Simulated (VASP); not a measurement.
Set up this calculation in VASP 6.6.1, as the native input.

```yaml
Task: single point
Functional: PBE
Potentials_or_basis: VASP PAW PBE potentials, release 64 (Cu, O)
Cutoff: 520 eV
k_mesh: 9 × 9 × 5
Occupations: fermi-dirac, width 0.05 eV
Spin: no spin polarisation
Further_INCAR_settings: ALGO = Normal; EDIFF = 1e-07; NBANDS = 25
```

The structure of CuO lies in POSCAR:

```
CuO
1.0
    1.9909680000     -2.1535500000      0.0000000000
    1.9909680000      2.1535500000      0.0000000000
    0.0000000000      0.0000000000      5.1559280000
Cu O
2 2
Direct
    0.5013910000     -0.0079200000     -0.0030990000
   -0.0018270000      0.4886990000      0.4935820000
    0.4942690000      0.5071840000      0.2521270000
    0.5085040000      0.5004420000      0.7413450000
```

The cell comes from a database or a generator and needn't be the stable form of this composition.

The cell isn't the ideal one: atoms moved at random, drawn with an rms of 0.05 Å.

One way to write it, as run:

INCAR

```
SYSTEM = CuO
PREC = Accurate
ENCUT = 520
EDIFF = 1E-7
ISMEAR = -1
SIGMA = 0.05
LREAL = .FALSE.
LASPH = .TRUE.
NELM = 100
ALGO = Normal
ISIF = 2
LWAVE = .FALSE.
LCHARG = .FALSE.
GGA = PE
NBANDS = 25
```

KPOINTS

```
regular mesh
0
G
  9 9 5
  0 0 0
```

Potentials or basis: VASP PAW PBE potentials, release 64 (Cu, O).

Command:

```sh
$ cat potpaw_PBE.64/Cu/POTCAR potpaw_PBE.64/O/POTCAR > POTCAR
$ mpirun -np 1 vasp_std > vasp.out
```

It gave:

```
Pressure               : 2.4 GPa
Largest force          : 0.651 eV/Å
Band gap on the k mesh : none (metal or under the smearing width)
```

Caveat: the run has no spin polarisation, though such a crystal can be magnetic; semilocal functionals often make such compounds metallic where correlation or magnetic order opens a gap, which also shifts bond lengths.

It took 100 s on 1 thread of Intel(R) Xeon(R) 6975P-C (Granite Rapids) (shared host), peak memory 0.3 GiB.
